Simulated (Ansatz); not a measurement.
**Ge₃N₄: 73Ge NMR of the central transition**

Cell: a computed structure from the Materials Project (it need not be an observed phase) whose atoms were relaxed with PBE, the cell held.

Space group P6_3/m (No. 176); a = 8.0509, c = 3.0835 Å, γ = 120.00°.

```
site  Wyckoff  site symmetry       x       y       z
  Ge       6h            m..  0.8314  0.2379  0.7500
  N7       2c           -6..  0.6667  0.3333  0.7500
  N9       6h            m..  0.6702  0.9751  0.7500
```

One atom of each set is listed.

The numbers come from a DFT calculation in Ansatz (PBE, plane waves and PAW (field gradients read without the response of the frozen cores, which leaves them typically 4 to 6 % off), scalar-relativistic, 420 eV cutoff, Γ-centred 4×4×9 k-points, Fermi–Dirac smearing 0.02 eV).

73Ge has I = 9/2 and Q = -196.0 mb (Pyykkö 2018); at 35.2 T its Larmor frequency is ν₀ = 52.4 MHz. Only the quadrupole interaction is simulated: positions count from each site's isotropic chemical shift, and J coupling is left out, as are shift anisotropy and dipolar coupling, which fast spinning averages.

Problem. Simulate the second-order pattern (fast magic-angle spinning, Gaussian broadening 0.3 kHz) of site Ge (4 N at 1.84–1.85 Å).

Solution. The calculation gives C_Q = -11.9 MHz and η = 0.36, so ν_Q = 0.495 MHz and the centre of gravity lies at -74.4 ppm (-3.90 kHz).

```
offset (kHz)  height
      -9.955       0
      -9.524       5
      -9.094       9
      -8.663       9
      -8.233       9
      -7.802      10
      -7.372      11
      -6.941      29
      -6.511      41
      -6.080      48
      -5.650      71
      -5.219     100
      -4.789      75
      -4.358      68
      -3.928      66
      -3.497      69
      -3.067      76
      -2.636      99
      -2.206      92
      -1.775      69
      -1.345      59
      -0.914      52
      -0.484      18
      -0.053       0
```

At this cell the PBE pressure is 5 GPa, so with PBE the cell would grow if it were relaxed. The entry's cell may itself be off.
